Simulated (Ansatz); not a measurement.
**Ti2NF2 MXene monolayer in a perpendicular field**

Wanted: the out-of-plane response of the Ti2NF2 MXene monolayer. A positive field points along +c.

Calculated with Ansatz 0.2.0; plane-wave DFT, PBE-D3(BJ), Ansatz PAW (set soft_1); PAW set soft_1.

## 1. Starting point

The cell holds 5 atoms: 2 F, 2 Ti and 1 N. Its edges and angles: a = 3.029 Å, b = 3.029 Å, c = 39.772 Å, α = 90.0°, β = 90.0°, γ = 120.0°. Vacuum lies along c.

Structure file:

```cif
data_structure
_symmetry_space_group_name_H-M 'P 1'
_symmetry_Int_Tables_number 1
_cell_length_a 3.0287
_cell_length_b 3.0287
_cell_length_c 39.7724
_cell_angle_alpha 90.000
_cell_angle_beta 90.000
_cell_angle_gamma 120.000
_cell_volume 315.96
loop_
_atom_site_label
_atom_site_type_symbol
_atom_site_fract_x
_atom_site_fract_y
_atom_site_fract_z
_atom_site_occupancy
F1 F 0.33333 0.66667 0.44503 1
Ti2 Ti 0.66667 0.33333 0.46995 1
N3 N 0.00000 0.00000 0.50000 1
Ti4 Ti 0.33333 0.66667 0.53005 1
F5 F 0.66667 0.33333 0.55497 1
```

## 2. Relaxation

The starting cell is a guess, so the in-plane lattice and the atoms are relaxed first, with the slab cut off from its images along the normal.

The input, input.yaml:

```yaml
crystal:
  lattice:
    - [3.02874, 0.0, 0.0]
    - [-1.51437, 2.6229657815, 0.0]
    - [0.0, 0.0, 39.7723862702]
  atoms:
    - { symbol: F, position: [0.3333333333, 0.6666666667, 0.445032387] }
    - { symbol: Ti, position: [0.6666666667, 0.3333333333, 0.4699525167], spin: 1.0 }
    - { symbol: "N", position: [0.0, 0.0, 0.5] }
    - { symbol: Ti, position: [0.3333333333, 0.6666666667, 0.5300474833], spin: 1.0 }
    - { symbol: F, position: [0.6666666667, 0.3333333333, 0.554967613] }
  periodic: [true, true, false]
magnetization:
  spin_polarized: true
kpoints:
  mp_grid: { grid: [12, 12, 1] }
hamiltonian:
  xc: pbe
  dispersion: d3bj
  pseudopotentials: { kind: paw, azcp: { folder: soft_1 } }
scf:
  occupations: { method: fermi_dirac, width: 0.05 }
  convergence: { dr2_threshold: 1.0e-09 }
relax:
  f_tol: 0.004
  max_steps: 90
  cell: {}
output:
  write_potential: true
  write_density: true
  volumetric_format: npy
```

Command:

```console
ansatz run input.yaml --threads 2 --pin off --max-ram 3072MiB --backend cpu --events-out ev --progress --plain --runs-dir out
```

Numbers of over 12 decimals in the logs are rounded to 6 here.

The log of the run:

```text
Warning: relax.cell: scf.convergence.dr2_threshold = 1e-9 eV is looser than the 2.42053988211e-10 eV advised for a relaxation that steers and ends on the stress (1e-10 eV for each atom of the cell: 5, times the square of relax.cell.stress_2d_tol = 0.05 N/m over 14.4 Å (the atoms' height at the walk's start and 5 Å past either face), 3.479e-2 GPa, over a crystal's default 0.05). What an SCF threshold leaves in a stress goes as its square root, and in the free energy as the threshold itself, and one threshold admits the most on a small cell: [figures from the program's tests cut] Set scf.convergence.dr2_threshold to 2.42053988211e-10 eV or tighter. [rest of the remark cut]
Engine: ansatz 0.2.0, aarch64-unknown-linux-gnu
Pseudopotentials: kind: paw
Pseudopotential: F, paw, valence charge 7, recommended cutoff 420 eV (normal), soft_1/F.paw.azcp
Pseudopotential: Ti, paw, valence charge 12, recommended cutoff 420 eV (normal), soft_1/Ti.paw.azcp
Pseudopotential: N, paw, valence charge 5, recommended cutoff 420 eV (normal), soft_1/N.paw.azcp
Functional definition: PBE
  parameter kappa = 0.804
  parameter beta = 0.066725
  exchange = pbe_x(kappa = kappa, mu = beta*pi^2/3)
  correlation = pbe_c(beta = beta)
Crystal: 5 atoms, lattice volume = 315.963 Å³
Basis set: ecut = 420 eV, 6073 PW (Γ), exchange–correlation on 48×48×540 points (8 copies of the dense FFT grid, shifted against one another)
Bands: 28, of which v1, the nominal top of the filled ones, is band 22 counted from 1 (21 counted from 0)
Symmetry: 12 space group operations
Space group: P-3m1 (ITA 164), of the structure as read, at distance tolerance 6.8e-5 Å
Magnetic group: BNS 164.85 (UNI 1315), of the structure as read, at distance tolerance 6.8e-5 Å
k-points: 19 of 144
Non-local potential: F, projectors of the file, l = 0: 2, l = 1: 2, l = 2: 1
Non-local potential: Ti, projectors of the file, l = 0: 3, l = 1: 2, l = 2: 3, l = 3: 1
Non-local potential: N, projectors of the file, l = 0: 2, l = 1: 2, l = 2: 1
PAW form: soft (Blöchl's): semilocal exchange-correlation on the pseudo side does not see the compensation charge
PAW one-centre angular grid: F, 110 points (default); XC on 64 Gauss nodes
PAW one-centre angular grid: Ti, 590 points (default); XC on 64 Gauss nodes
PAW one-centre angular grid: N, 110 points (default); XC on 64 Gauss nodes
Initial density: superposition of atomic densities (neutral atoms: chi_scale 0, normalization atom)
Starting moments: Σ|m| = 2 μB on 2 of 5 sites
Initial wavefunctions: pseudopotential atomic-orbital guess
Functional: x = pbe(κ = 0.804, μ = 0.219515), c = pbe(β = 0.066725)
SCF iter   1: F=—  HF=-7011.911447 eV  |F-HF|=—  |Δ(HF+E_count)|=         —  Δρ=3.62e-2 (↑3.62e-2 ↓2.96e-2)  dr2=1.85e1  dr2_m=3.12e-1  M=0.911 μB ∫|m|=0.969 μB  β_m=0.30  ethr=3.10e-3  ⟨swp⟩=14.5  Hψ=7771  notcnv=0
Mixer restart at iter 1: flushing history
preconditioner: auto → LDOS  [metal: Δε(μ)=0.058 eV  Ē_g=11.054 eV  σ=0.050 eV  W_gap=0.27  n_scr=24 (ndim 8)  ℏωp=10.0 eV  f_vac=0.804  D(μ)=1.73/eV (n_scr^D=12)]
spin=Collinear: LDOS preconditioning applied to the charge; magnetization (m = ρ↑ − ρ↓) channel mixes plain (no charge-response kernel on spin).
SCF iter   2: F=—  HF=-7008.108318 eV  |F-HF|=—  |Δ(HF+E_count)|=    3.80e0  Δρ=2.03e-2 (↑2.03e-2 ↓1.42e-2)  dr2=5.28e0  dr2_m=1.83e-1  M=0.798 μB ∫|m|=0.865 μB  β_m=0.46  ethr=3.10e-3  ⟨swp⟩=3.3  Hψ=2463  notcnv=0  defer=20
SCF iter   3: F=—  HF=-7006.785983 eV  |F-HF|=—  |Δ(HF+E_count)|=    1.32e0  Δρ=6.11e-3 (↑6.11e-3 ↓5.18e-3)  dr2=9.22e-2  dr2_m=4.90e-2  M=0.572 μB ∫|m|=0.633 μB  β_m=0.58  ethr=3.10e-3  ⟨swp⟩=4.8  Hψ=2933  notcnv=0  defer=20
SCF iter   4: F=—  HF=-7006.969387 eV  |F-HF|=—  |Δ(HF+E_count)|=         —  Δρ=6.31e-3 (↑6.31e-3 ↓4.48e-3)  dr2=3.62e-2  dr2_m=7.97e-2  M=0.115 μB ∫|m|=0.169 μB  β_m=0.58  ethr=2.14e-4  ⟨swp⟩=4.6  Hψ=2698  notcnv=0  defer=8
SCF iter   5: F=—  HF=-7006.953437 eV  |F-HF|=—  |Δ(HF+E_count)|=   1.60e-2  Δρ=2.33e-3 (↑2.33e-3 ↓2.07e-3)  dr2=1.19e-3  dr2_m=1.35e-2  M=0.058 μB ∫|m|=0.088 μB  β_m=0.79  ethr=8.41e-5  ⟨swp⟩=3.4  Hψ=2165  notcnv=0  defer=6
SCF iter   6: F=—  HF=-7006.955873 eV  |F-HF|=—  |Δ(HF+E_count)|=   2.44e-3  Δρ=6.33e-4 (↑2.64e-4 ↓6.33e-4)  dr2=1.79e-3  dr2_m=2.80e-4  M=0.011 μB ∫|m|=0.019 μB  β_m=0.76  ethr=2.77e-6  ⟨swp⟩=3.6  Hψ=2692  notcnv=0  defer=5
SCF iter   7: F=—  HF=-7006.955550 eV  |F-HF|=—  |Δ(HF+E_count)|=   3.22e-4  Δρ=1.50e-4 (↑1.50e-4 ↓1.31e-4)  dr2=2.54e-5  dr2_m=4.65e-5  M=0.004 μB ∫|m|=0.008 μB  β_m=0.79  ethr=2.77e-6  ⟨swp⟩=3.2  Hψ=2408  notcnv=0
SCF iter   8: F=—  HF=-7006.955650 eV  |F-HF|=—  |Δ(HF+E_count)|=   9.95e-5  Δρ=3.86e-5 (↑3.86e-5 ↓3.57e-5)  dr2=8.75e-6  dr2_m=1.10e-6  M=0.000 μB ∫|m|=0.001 μB  β_m=0.81  ethr=5.90e-8  ⟨swp⟩=3.7  Hψ=2538  notcnv=0
SCF iter   9: F=—  HF=-7006.955658 eV  |F-HF|=—  |Δ(HF+E_count)|=   8.15e-6  Δρ=1.31e-5 (↑1.31e-5 ↓1.18e-5)  dr2=5.50e-7  dr2_m=2.63e-7  M=0.000 μB ∫|m|=0.001 μB  β_m=0.79  ethr=2.03e-8  ⟨swp⟩=2.9  Hψ=2216  notcnv=0
SCF iter  10: F=—  HF=-7006.955658 eV  |F-HF|=—  |Δ(HF+E_count)|=   3.41e-8  Δρ=3.32e-6 (↑2.72e-6 ↓3.32e-6)  dr2=9.36e-9  dr2_m=2.47e-8  M=0.000 μB ∫|m|=0.000 μB  β_m=0.89  ethr=1.28e-9  ⟨swp⟩=3.3  Hψ=2392  notcnv=0
SCF iter  11: F=—  HF=-7006.955658 eV  |F-HF|=—  |Δ(HF+E_count)|=   2.49e-7  Δρ=6.27e-7 (↑6.27e-7 ↓4.81e-7)  dr2=5.25e-10  dr2_m=6.51e-10  M=0.000 μB ∫|m|=0.000 μB  β_m=0.89  ethr=2.18e-11  ⟨swp⟩=4.1  Hψ=2594  notcnv=0
SCF iter  12: F=—  HF=-7006.955658 eV  |F-HF|=—  |Δ(HF+E_count)|=   2.20e-8  Δρ=8.69e-8 (↑7.92e-8 ↓8.69e-8)  dr2=1.27e-11  dr2_m=1.28e-11  M=-0.000 μB ∫|m|=0.000 μB  β_m=0.92  ethr=1.22e-12  ⟨swp⟩=3.7  Hψ=2560  notcnv=0
SCF iter  13: F=-7006.955658 eV  HF=-7006.955658 eV  |F-HF|=7.37e-11  |Δ(HF+E_count)|=  2.97e-10  Δρ=1.80e-8 (↑1.78e-8 ↓1.80e-8)  dr2=1.49e-12  dr2_m=3.70e-13  M=-0.000 μB ∫|m|=0.000 μB  ethr=1.00e-12  ⟨swp⟩=7.7  Hψ=6517  notcnv=0
WARN: the starting moments were not kept: the SCF closed with an absolute magnetisation of 8.7e-7 μB, where they sum to 2 μB in size (2 sites). That is at most 0.1 of that sum. Measured as dr2_m measures the in/out step, that magnetisation stands 1.3e-13 eV from none, at or under the dr2_threshold of 1.0e-9 eV: it is no larger than a step whose dr2_m would equal this threshold. The system may hold no moment; this SCF [...]
SCF 1 converged in 13 iterations: F = -7006.955658 eV  dr2 = 1.49e-12
  greatest PAW one-centre occupation: 0.999 electrons in one spin orbital (limit 2), on the Ti atom at site 3 (counted from 0), in its partial waves of l = 0
[...]
relax step   4: F+E_penalty+E_count = -7008.03497510 eV  Δ(F+E_penalty+E_count) = -1.975e-3 eV  max|allowed force component| = 6.220e-2 eV/Å  Δτ_max = 0.0095 Å  P = +0.271 N/m  Ω = 313.824 Å³  energy of the carried Pulay correction = +8.590e-4 eV  fix = [c, alpha, beta]  reactions: c +0.000 N/m  (9 SCF iters, accepted)
[...]
relax step   5: F+E_penalty+E_count = -7008.03506123 eV  Δ(F+E_penalty+E_count) = -8.613e-5 eV  max|allowed force component| = 2.837e-2 eV/Å  Δτ_max = 0.0067 Å  P = +0.037 N/m  Ω = 315.075 Å³  energy of the carried Pulay correction = +3.558e-4 eV  fix = [c, alpha, beta]  reactions: c +0.000 N/m  (8 SCF iters, accepted)
[...]
relax step   6: F+E_penalty+E_count = -7008.03499905 eV  Δ(F+E_penalty+E_count) = +6.218e-5 eV  max|allowed force component| = 9.908e-3 eV/Å  Δτ_max = 0.0020 Å  P = +0.003 N/m  Ω = 315.340 Å³  energy of the carried Pulay correction = +2.496e-4 eV  fix = [c, alpha, beta]  reactions: c +0.000 N/m  (6 SCF iters, accepted)
[...]
relax step   7: F+E_penalty+E_count = -7008.03497873 eV  Δ(F+E_penalty+E_count) = +2.033e-5 eV  max|allowed force component| = 4.952e-4 eV/Å  Δτ_max = 0.0010 Å  P = +0.001 N/m  Ω = 315.411 Å³  energy of the carried Pulay correction = +2.211e-4 eV  fix = [c, alpha, beta]  reactions: c +0.000 N/m  (6 SCF iters, accepted)
Initial wavefunctions: pseudopotential atomic-orbital guess (no wavefunctions were taken with the density)
iter 1 solved again at ethr=5.92e-8 eV; its pass at ethr=3.10e-3 eV (dr2=2.55e-5 eV) is discarded
SCF iter   1: F=—  HF=-7008.034657 eV  |F-HF|=—  |Δ(HF+E_count)|=         —  Δρ=3.33e-6 (↑3.31e-6 ↓3.33e-6)  dr2=2.24e-8  dr2_m=4.03e-11  M=-0.000 μB ∫|m|=0.000 μB  β_m=0.65  ethr=5.92e-8  ⟨swp⟩=7.4  Hψ=12919  notcnv=0
preconditioner: auto → LDOS  [metal: Δε(μ)=0.054 eV  Ē_g=8.514 eV  σ=0.050 eV  W_gap=0.25  n_scr=20 (ndim 8)  ℏωp=10.0 eV  f_vac=0.817  D(μ)=2.35/eV (n_scr^D=14)]
spin=Collinear: LDOS preconditioning applied to the charge; magnetization (m = ρ↑ − ρ↓) channel mixes plain (no charge-response kernel on spin).
SCF iter   2: F=—  HF=-7008.034695 eV  |F-HF|=—  |Δ(HF+E_count)|=   3.77e-5  Δρ=1.44e-6 (↑1.37e-6 ↓1.44e-6)  dr2=1.47e-8  dr2_m=1.71e-11  M=-0.000 μB ∫|m|=0.000 μB  β_m=0.47  ethr=5.20e-11  ⟨swp⟩=5.0  Hψ=3463  notcnv=0
SCF iter   3: F=—  HF=-7008.034695 eV  |F-HF|=—  |Δ(HF+E_count)|=   4.58e-9  Δρ=7.84e-7 (↑7.35e-7 ↓7.84e-7)  dr2=3.27e-9  dr2_m=1.13e-11  M=-0.000 μB ∫|m|=0.000 μB  β_m=0.68  ethr=3.43e-11  ⟨swp⟩=2.3  Hψ=1571  notcnv=0
SCF iter   4: F=-7008.034695 eV  HF=-7008.034695 eV  |F-HF|=1.24e-8  |Δ(HF+E_count)|=   3.04e-8  Δρ=1.34e-7 (↑1.32e-7 ↓1.34e-7)  dr2=1.00e-10  dr2_m=8.39e-13  M=-0.000 μB ∫|m|=0.000 μB  ethr=2.33e-12  ⟨swp⟩=12.7  Hψ=8911  notcnv=0
the starting moments were not kept: the SCF closed with an absolute magnetisation of 3.5e-6 μB, where they sum to 2 μB in size (2 sites). That is at most 0.1 of that sum. Measured as dr2_m measures the in/out step, that magnetisation stands 3.0e-12 eV from none, at or under the dr2_threshold of 1.0e-9 eV: it is no larger than a step whose dr2_m would equal this threshold.
SCF 8 converged in 4 iterations: F = -7008.034695 eV  dr2 = 1.00e-10
relax step   8: F+E_penalty+E_count = -7008.03469502 eV  Δ(F+E_penalty+E_count) = +2.837e-4 eV  max|allowed force component| = 5.154e-4 eV/Å  Δτ_max = 0.0000 Å  P = +0.010 N/m  Ω = 315.411 Å³  fix = [c, alpha, beta]  reactions: c +0.000 N/m  stress off target by 1.00e-2 N/m on what of the cell is left free  SCF on the basis re-selected at this cell (its energy is not comparable with the rows above)  (4 SCF iters)
basis re-selected at this cell: Δ(F+E_penalty+E_count) = +2.837e-4 eV, ΔP = +0.009 N/m vs the last step (what re-selecting the basis moved, of the pressure what is left beyond the Pulay correction that the steps carried, after the strain that the cell walked since its last selection, with what the two solves' SCF thresholds leave and, on support functions, any second-order correction that the steps lacked; it is no m [...]
WARN: The input density's exchange-correlation potential varies sharply where the density is thin. Do not read a vacuum level from v_tot or v_xc, or from such a field of the output density. On a cell that repeats whose density bears no net charge and no dipole along the vacuum's axis use v_es (v_loc + v_h of the components); under efield.dipole_correction with no amplitude use v_es + v_field, which holds any external [...]
SCF converged after 4 iterations
Magnetization: -0.0000 μB (21.5000 up, 21.5000 down)
Absolute magnetization: 0.0000 μB (∫|ρ↑−ρ↓|, with the PAW one-centre terms)
Spin contamination: 0.0000 ħ² per cell (⟨S²⟩ above its minimum at these occupations)
Per-site moments (μB) at R_I (Å): [(-3.694851382047514e-8, 0.887467), (-1.04569621472817e-6, 0.846933), (2.1221805355175873e-7, 0.846933), (-1.0456962147083112e-6, 0.846933), (-3.694851382403554e-8, 0.887467)]
Free energy (F): -7008.034695 eV
Harris-Foulkes:  -7008.034695 eV  (|F-HF|=1.24e-8)
Internal energy: -7008.016280 eV  (E = F + TS)
E sigma→0 (E₀):  -7008.025487 eV
Entropy (-TS):   -0.018415 eV (-3.683 meV/atom)
Fermi energy:    -4.425407 eV
--- Per-component energies (eV) ---
  E_band       = -1091.998881
  E_kinetic    = 1090.421468
  E_local      = -173443.415136  (includes V_loc(G=0)·N_el)
  E_nonlocal   = 331.235942
  E_hartree    = 86004.587342
  E_xc         = -448.195398
  E_vxc        = -567.210079  (∫ρ·V_xc dr)
  E_paw        = -2621.874034  (= ΣΔE_a)
  E_vpaw       = -512.207931  (= ΣTr[D̂ρ^β])
  E_aug_tail   = 0.002119  (compensation charges beyond the density's cutoff)
  E_ewald      = 82080.336486
  E_disp       = -1.115068  (pairwise vdW)
  E_smearing   = -0.018415  (= −TS)
  E_closure    = -0.000000  (closes the sum)
  Σ components = -7008.034695   (vs F -7008.034695, Δ=0.00e0)
--- Forces (eV/Å), atoms counted from 1 ---
  atom   1  F      0.00000000     0.00000000    -0.00030327
  atom   2  Ti    -0.00000000    -0.00000000     0.00051536
  atom   3  N      0.00000000    -0.00000000     0.00000000
  atom   4  Ti    -0.00000000     0.00000000    -0.00051536
  atom   5  F     -0.00000000    -0.00000000     0.00030327
  max |Σ_I F_I| component: 3.24e-17 eV/Å
--- 2D stress c σ (N/m, compression-positive) ---
        0.010023      -0.000000       0.000000
       -0.000000       0.010023       0.000000
        0.000000       0.000000       0.000000
  P = ½ c Tr σ = 0.0100 N/m
--- Band table (eV; the first three rows and the last of 38) ---
  k-point 0 ↑: bands = [... 18 lower, -9.3405, -9.3405, -5.0749, -5.0749, -4.4404, -3.1321, -3.1321, -3.0705, ... 2 higher]
  k-point 1 ↑: bands = [... 18 lower, -9.5469, -9.4009, -5.2123, -4.9561, -4.4274, -3.2600, -3.1326, -3.0803, ... 2 higher]
  k-point 2 ↑: bands = [... 18 lower, -9.6710, -9.5364, -5.5821, -4.6313, -4.3245, -3.3239, -3.1180, -3.0597, ... 2 higher]
  k-point 18 ↓: bands = [... 18 lower, -10.6142, -9.9160, -4.5170, -4.3515, -4.3515, -2.7262, -2.7262, -2.7019, ... 2 higher]
  the weakly bound empty levels are not read free of the cell's end (no_gap_told)
--- Relaxed structure (7 steps of the walk, 7 accepted, 1 SCFs on fresh bases) ---
  F+E_penalty+E_count = -7008.03469502 eV   max|allowed force component| = 5.154e-4 eV/Å   (the final SCF, on the basis selected at the relaxed cell)
  cell:  # Å, volume = 315.4111 Å³
    - [3.026094, 0, 0]
    - [-1.513047, 2.620674, 0]
    - [0, 0, 39.7723862702]
  atoms:
    - { symbol: F, position: [0.333333, 0.666667, 0.441317] }
    - { symbol: Ti, position: [0.666667, 0.333333, 0.472884] }
    - { symbol: N, position: [0, 0, 0.5] }
    - { symbol: Ti, position: [0.333333, 0.666667, 0.527116] }
    - { symbol: F, position: [0.666667, 0.333333, 0.558683] }
```

Run time: 1.9 min. Hardware: 2 threads of Arm Neoverse V1, shared host; peak memory 0.73 GiB; 3.7 min of CPU time.

The steps of the relaxation:

```csv
step,energy less that of the first step (eV),largest force component (eV/Å),volume (Å³)
1,0.0000,5.1935,315.96
2,-0.9779,1.1334,315.27
3,-1.0773,0.0598,311.23
4,-1.0793,0.0622,313.82
5,-1.0794,0.0284,315.08
6,-1.0793,0.0099,315.34
7,-1.0793,0.0005,315.41
8*,-1.0790,0.0005,315.41
```

Relaxation steps marked * repeat the geometry before them on a plane-wave basis chosen anew for their cell, so energy and pressure can jump there.

The run keeps the 12 symmetry operations that it works with, so distortions that break them were not tested.

```csv
cell as run,before,after,change
a (Å),3.029,3.026,-0.1 %
b (Å),3.029,3.026,-0.1 %
```

The atoms that moved most (Å, along periodic axes as changes of fractional coordinates times the final cell, across vacuum about the mean position):

```csv
atom,dx,dy,dz,length
F5,0.000,0.000,0.148,0.148
F1,0.000,0.000,-0.148,0.148
Ti2,0.000,0.000,0.117,0.117
Ti4,0.000,0.000,-0.117,0.117
```

The relaxed structure:

```xyz
5
Lattice="3.0261 0.0000 0.0000 -1.5130 2.6207 0.0000 0.0000 0.0000 39.7724" Properties=species:S:1:pos:R:3
F     0.0000    1.7471   17.5522
Ti    1.5130    0.8736   18.8077
N     0.0000    0.0000   19.8862
Ti    0.0000    1.7471   20.9647
F     1.5130    0.8736   22.2202
```

This step gave:

* energy at zero smearing: -7008.0255 eV

The lattice constant a goes from 3.029 to 3.026 Å.

(Part 1 of 2 ends here.)

[Logs are printed without paths, hosts, clocks, repeated set-up lines and the standing remarks that a program may print on its own settings, such as how far it seeks lower states.]

[Hosts, paths, dates, database ids (printed as entryN), source tags and the programs' standing remarks are cut or masked in the printed files.]

[Maps of the electrostatic potential energy from Ansatz leave out the sawtooth potential of an applied field or a dipole correction, so their vacuum need not be flat; planar profiles and work functions include it.]
